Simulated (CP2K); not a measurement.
Input of a CP2K 2026.2 run:

ge_bands.inp

```
&GLOBAL
  PROJECT ge_bands
  RUN_TYPE ENERGY_FORCE
  PRINT_LEVEL LOW
&END GLOBAL
&FORCE_EVAL
  METHOD QS
  STRESS_TENSOR ANALYTICAL
  &DFT
    BASIS_SET_FILE_NAME BASIS_MOLOPT_UZH
    POTENTIAL_FILE_NAME POTENTIAL_UZH
    &MGRID
      CUTOFF 675
      REL_CUTOFF 60
      NGRIDS 4
    &END MGRID
    &QS
      METHOD GPW
      EPS_DEFAULT 1.0E-10
    &END QS
    &KPOINTS
      SCHEME MONKHORST-PACK 11 11 11
      GAMMA_CENTERED T
      SYMMETRY T
      SYMMETRY_BACKEND SPGLIB
    &END KPOINTS
    &SCF
      SCF_GUESS ATOMIC
      EPS_SCF 1.0E-6
      MAX_SCF 100
      ADDED_MOS 10
      CHOLESKY OFF
      EPS_EIGVAL 1.0E-7
      &DIAGONALIZATION ON
        ALGORITHM STANDARD
      &END DIAGONALIZATION
      &MIXING ON
        METHOD BROYDEN_MIXING
        ALPHA 0.4
        BETA 1.5
        NBUFFER 8
      &END MIXING
      &SMEAR ON
        METHOD FERMI_DIRAC
        ELECTRONIC_TEMPERATURE [K] 580.226
      &END SMEAR
    &END SCF
    &XC
      &XC_FUNCTIONAL
        &MGGA_X_R2SCAN
        &END MGGA_X_R2SCAN
        &MGGA_C_R2SCAN
        &END MGGA_C_R2SCAN
      &END XC_FUNCTIONAL
    &END XC
    &PRINT
      &KPOINTS ON
      &END KPOINTS
      &MULLIKEN ON
      &END MULLIKEN
      &MO ON
        ENERGIES T
        OCCUPATION_NUMBERS T
        &EACH
          QS_SCF 0
        &END EACH
        ADD_LAST NUMERIC
      &END MO
      &LOWDIN ON
      &END LOWDIN
      &HIRSHFELD ON
        SHAPE_FUNCTION DENSITY
      &END HIRSHFELD
      &BAND_STRUCTURE
        FILE_NAME bands.bs
        ADDED_MOS 6
        &KPOINT_SET
          UNITS B_VECTOR
          NPOINTS 6
          SPECIAL_POINT GAMMA 0.00000000 0.00000000 0.00000000
          SPECIAL_POINT X 0.00000000 0.00000000 0.50000000
          SPECIAL_POINT M -0.50000000 0.50000000 0.50000000
          SPECIAL_POINT GAMMA 0.00000000 0.00000000 0.00000000
          SPECIAL_POINT Z 0.32365581 0.32365581 -0.32365581
          SPECIAL_POINT P 0.25000000 0.25000000 0.25000000
          SPECIAL_POINT N 0.00000000 0.50000000 0.00000000
          SPECIAL_POINT Z1 -0.32365581 0.67634419 0.32365581
          SPECIAL_POINT M -0.50000000 0.50000000 0.50000000
        &END KPOINT_SET
        &KPOINT_SET
          UNITS B_VECTOR
          NPOINTS 6
          SPECIAL_POINT X 0.00000000 0.00000000 0.50000000
          SPECIAL_POINT P 0.25000000 0.25000000 0.25000000
        &END KPOINT_SET
      &END BAND_STRUCTURE
    &END PRINT
  &END DFT
  &SUBSYS
    &CELL
      ABC 3.8998406021 3.8998406021 3.8998406021
      ALPHA_BETA_GAMMA 97.3769836459 97.3769836465 138.0052006467
      PERIODIC XYZ
    &END CELL
    &COORD
      SCALED
      Ge  0.5000000000 0.5000000000 0.0000000000
      Ge  0.2500000000 0.7500000000 0.5000000000
    &END COORD
    &KIND Ge
      BASIS_SET TZVP-MOLOPT-SCAN-GTH-q4
      POTENTIAL GTH-SCAN-q4
    &END KIND
    &PRINT
      &ATOMIC_COORDINATES ON
      &END ATOMIC_COORDINATES
      &CELL ON
      &END CELL
    &END PRINT
  &END SUBSYS
  &PRINT
    &FORCES ON
    &END FORCES
    &STRESS_TENSOR ON
    &END STRESS_TENSOR
  &END PRINT
&END FORCE_EVAL
```

Potentials or basis: POTENTIAL_UZH Ge GTH-SCAN-q4; TZVP-MOLOPT-SCAN-GTH basis.

Launch:

```bash
$ OMP_NUM_THREADS=2 cp2k.psmp -i ge_bands.inp -o ge_bands.out
```

**Question.** Predict the pressure.

**Answer.** -2.9 GPa.

**Question.** Estimate the band gap on the k mesh.

**Answer.** None (metal or under the smearing width).

Levels at the corners of the path, in eV from the Fermi level:
| point | band 2 | band 3 | band 4 | band 5 | band 6 | band 7 |
| --- | --- | --- | --- | --- | --- | --- |
| Γ | -4.21 | -2.45 | -2.45 | 5.13 | 7.99 | 7.99 |
| X | -10.97 | 0.51 | 0.51 | 2.13 | 2.13 | 8.11 |
| M | -9.30 | -6.07 | -6.07 | 6.47 | 6.47 | 11.49 |
| Γ | -4.21 | -2.45 | -2.45 | 5.13 | 7.99 | 7.99 |
| Z | -6.73 | -3.97 | -3.73 | -3.73 | 4.04 | 6.98 |
| P | -7.13 | -4.50 | -4.50 | 4.29 | 4.29 | 5.24 |
| N | -6.60 | -2.69 | -2.12 | -1.43 | 2.67 | 3.81 |
| Z1 | -6.73 | -3.97 | -3.73 | -3.73 | 4.04 | 6.98 |
| M | -9.30 | -6.07 | -6.07 | 6.47 | 6.47 | 11.49 |
| X | -10.97 | 0.51 | 0.51 | 2.13 | 2.13 | 8.11 |
| P | -7.13 | -4.50 | -4.50 | 4.29 | 4.29 | 5.24 |

Caveat: the basis of atomic orbitals isn't converged, which shifts pressures, moduli and gaps.
